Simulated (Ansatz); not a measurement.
HgTe:

```xyz
2
Lattice="0.0000 3.0928 3.0928 3.0928 0.0000 3.0928 3.0928 3.0928 0.0000" Properties=species:S:1:pos:R:3 pbc="T T T"
Hg    0.0000    0.0000    0.0000
Te    3.0928    3.0928    3.0928
```

Measurements of this composition are mostly on another form, of space group No. 216.

The cell isn't the ideal one: volume scaled by 0.92.

A run of Ansatz 0.2.0 on this cell left the log below. Logs are shortened: lines on timing, memory, paths and dates and some standing lists are left out, and cuts for length are marked.

```text
Warning: output.forces, output.stress, relax.cell or npt_langevin: where a Kohn–Sham band that disperses or a degenerate level is filled in part under the method tetrahedron, the forces or the stress that this run publishes need not agree with its energy (scf.occupations.method in the input reference, under Limitations); prefer a smearing scheme for the forces or the stress
Warning: RAYON_NUM_THREADS=2 ignored (pool sized by the plan → 2); use --threads N
scf.n_extra_bands = 6 over 36 filled bands (N_el = 36.0): the run solves 42 bands
Engine: ansatz 0.2.0, aarch64-unknown-linux-gnu
Pseudopotentials: kind: paw_fr
Pseudopotential: Hg, paw_fr, valence charge 20, recommended cutoff 420 eV (normal), Hg.paw.azcp#standard-fr
Pseudopotential: Te, paw_fr, valence charge 16, recommended cutoff 420 eV (normal), Te.paw.azcp#standard-fr
Functional definition: PBEsol
  exchange = pbesol_x
  correlation = pbesol_c
non-collinear run that drives no moment, with spin-orbit: no starting moment large enough to seed its density (crystal.atoms[].spin), no starting occupations that ask for one, no magnetisation constraint and no magnetic field, so the semilocal B_xc is pinned to zero
Crystal: 2 atoms, lattice volume = 59.170 Å³
Basis set: ecut = 420 eV, 1139 PW (Γ), exchange–correlation on 60×60×60 points (8 copies of the dense FFT grid, shifted against one another)
Bands: 42, of which v1, the nominal top of the filled ones, is band 36 counted from 1 (35 counted from 0)
Symmetry: 48 space group operations + 48 with time reversal
Magnetic group: BNS 225.117 (UNI 1619), of the structure as read, at distance tolerance 3.9e-5 Å
k-points: 20 of 343
Projection manifold: j_resolved (fully-relativistic pseudo-atomic orbitals)
Non-local potential: Hg, projectors of the file, l = 0: 3, l = 1: 4, l = 2: 4, l = 3: 2
Non-local potential: Te, projectors of the file, l = 0: 2, l = 1: 4, l = 2: 4, l = 3: 4
PAW form: soft (Blöchl's): semilocal exchange-correlation on the pseudo side does not see the compensation charge
[... 30 lines left out ...]
Entropy (-TS):   -0.000111 eV (-0.055 meV/atom)
Fermi energy:    10.192611 eV
--- Per-component energies (eV) ---
  E_band       = -711.755570
  E_kinetic    = 783.282592
  E_local      = -4089.536363  (includes V_loc(G=0)·N_el)
  E_nonlocal   = -246.316380
  E_hartree    = 2011.232735
  E_xc         = -341.785948
  E_vxc        = -365.100831  (∫ρ·V_xc dr)
  E_paw        = -14417.133070  (= ΣΔE_a)
  E_vpaw       = -816.538059  (= ΣTr[D̂ρ^β])
  E_aug_tail   = 0.000712  (compensation charges beyond the density's cutoff)
  E_ewald      = -4312.560282
  E_core_change = 0.712862  (= ΣΔE_core)
  E_smearing   = -0.000111  (= −TS)
  E_closure    = -0.000000  (closes the sum)
  Σ components = -20612.103252   (vs F -20612.103252, Δ=0.00e0)
--- Forces (eV/Å), atoms counted from 1 ---
  atom   1  Hg    -0.00000000    -0.00000000     0.00000000
  atom   2  Te     0.00000000     0.00000000     0.00000000
  max |Σ_I F_I| component: 1.80e-29 eV/Å
--- Stress (GPa, compression-positive) ---
       -4.227046       0.000000       0.000000
        0.000000      -4.227046      -0.000000
        0.000000      -0.000000      -4.227046
  P = ⅓ Tr σ = -4.2270 GPa (-42.270 kbar)
--- Band table (eV; the first three rows and the last of 20) ---
  k-point 0: bands = ["-104.1254", "-104.1254", "-66.2155", "-66.2155", "-47.8649", "-47.8649", "-47.8649", "-47.8649", "-27.1101", "-27.1101", "-27.1101", "-27.1101", "-25.6415", "-25.6415", "-25.6415", "-25.6415", "-25.6410", "-25.6410", "-1.5321", "-1.5321", "2.6628", "2.6628", "2.6628", "2.6628", "4.4469", "4.4469", "4.4469", "4.4469", "4.4808", "4.4808", "8.8380", "8.8380", "9.0687", "9.0687", "9.9149", "9.9149", "9.9149", "9.9149", "16.4787", "16.4787", "17.7970", "17.7970"]
  k-point 1: bands = ["-104.1254", "-104.1254", "-66.2155", "-66.2155", "-47.8649", "-47.8649", "-47.8649", "-47.8649", "-27.1101", "-27.1101", "-27.1100", "-27.1100", "-25.6415", "-25.6415", "-25.6414", "-25.6414", "-25.6409", "-25.6409", "-1.3707", "-1.3707", "2.6439", "2.6439", "2.6587", "2.6587", "4.3687", "4.3687", "4.4398", "4.4398", "4.4845", "4.4845", "7.3927", "7.3927", "9.3263", "9.3263", "10.0415", "10.0415", "11.1874", "11.1874", "15.4690", "15.4690", "16.5168", "16.5168"]
  k-point 2: bands = ["-104.1254", "-104.1254", "-66.2155", "-66.2155", "-47.8651", "-47.8651", "-47.8649", "-47.8649", "-27.1100", "-27.1100", "-27.1097", "-27.1097", "-25.6415", "-25.6415", "-25.6409", "-25.6409", "-25.6405", "-25.6405", "-0.9461", "-0.9461", "2.5982", "2.5982", "2.6385", "2.6385", "4.1708", "4.1708", "4.4330", "4.4330", "4.4595", "4.4595", "5.8877", "5.8877", "9.7521", "9.7521", "10.3576", "10.3576", "12.3515", "12.3515", "14.1745", "14.1745", "15.0398", "15.0398"]
  k-point 19: bands = ["-104.1254", "-104.1254", "-66.2156", "-66.2156", "-47.8652", "-47.8652", "-47.8651", "-47.8651", "-27.1096", "-27.1096", "-27.1095", "-27.1095", "-25.6412", "-25.6412", "-25.6409", "-25.6409", "-25.6400", "-25.6400", "-0.4525", "-0.4525", "2.6199", "2.6199", "2.9466", "2.9466", "4.2278", "4.2278", "4.5243", "4.5243", "4.8443", "4.8443", "5.8555", "5.8555", "6.9930", "6.9930", "7.9581", "7.9581", "11.5947", "11.5947", "14.8612", "14.8612", "16.6786", "16.6786"]
```

Q: What input gives this log?

A: Band structure with PBEsol, spin-orbit coupling, no magnetisation. The files as run (others can give the same):

input.yaml
```yaml
crystal:
  lattice:
    - [0.0, 3.0928324674, 3.0928324674]
    - [3.0928324674, 0.0, 3.0928324674]
    - [3.0928324674, 3.0928324674, 0.0]
  atoms:
    - { symbol: Hg, position: [0.0, 0.0, 0.0] }
    - { symbol: Te, position: [0.5, 0.5, 0.5] }
hamiltonian:
  xc: pbesol
  pseudopotentials: { kind: paw_fr }
magnetization:
  noncollinear: true
  spin_orbit: true
kpoints:
  mp_grid: { grid: [7, 7, 7] }
  band_path:
    path:
      - [[0.0, 0.0, 0.0], [0.5, 0.0, 0.5], [0.5, 0.25, 0.75], [0.375, 0.375, 0.75], [0.0, 0.0, 0.0], [0.5, 0.5, 0.5], [0.625, 0.25, 0.625], [0.5, 0.25, 0.75], [0.5, 0.5, 0.5], [0.375, 0.375, 0.75]]
      - [[0.625, 0.25, 0.625], [0.5, 0.0, 0.5]]
    npoints: 14
scf:
  occupations: { method: tetrahedron }
  n_extra_bands: 6
output:
  forces: true
  stress: true
  fatbands: false
```

Potentials or basis: Ansatz PAW.
The run is started by
```bash
$ ansatz run input.yaml --threads 2 --pin off --max-ram 5120MiB --backend cpu --events-out ev --progress --plain --runs-dir out
```

Caveat: the PAW data sets come from PBE, with cores solved anew for the run's functional, which leaves a small shift of forces and pressure; with tetrahedron occupations forces and stress needn't match the slope of the energy.
